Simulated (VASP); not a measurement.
Runs of VASP 6.6.1 on Cd. All rows change the cell; the cell of one of them follows. It takes space group Im-3m (No. 229, cubic). The conventional cell has a = 3.283 Å, b = 3.283 Å, c = 3.283 Å, α = 90.00°, β = 90.00°, γ = 90.00°. Cd (site symmetry m-3m) is surrounded by 8 Cd at 2.84 Å. This isn't the form of Cd at room conditions, which is hcp.

```csv
cell,gap on the mesh (eV),pressure (GPa)
"strain -0.080 along x and y, -0.080 along z, atoms carried along",none,17.9
"strain +0.000 along x and y, +0.080 along z, atoms carried along",none,-4.7
"strain +0.000 along x and y, -0.080 along z, atoms carried along",none,(a)
"strain +0.080 along x and y, -0.080 along z, atoms carried along",none,-5.0
```

Alike in all rows: task single point; level PBEsol; potentials or basis VASP PAW PBE potentials, release 64 (Cd); no spin polarisation; k mesh 18 × 18 × 18; cutoff (eV) 520; smearing gaussian 0.15 eV.

Q: Estimate the missing entries.

A: (a) 1.4.

Caveats: the PAW data sets were made with another functional, which shifts forces and pressure a little (some runs); so large a pressure means that the cell lies far from this level's equilibrium, or that cutoff or potentials fall short (some runs); the potentials were made for another functional, which shifts forces and pressure (some runs).

A k mesh can miss the band edges, and the runs leave out spin-orbit coupling on Cd.

A gap of «none» marks a metal or a gap under the smearing width.
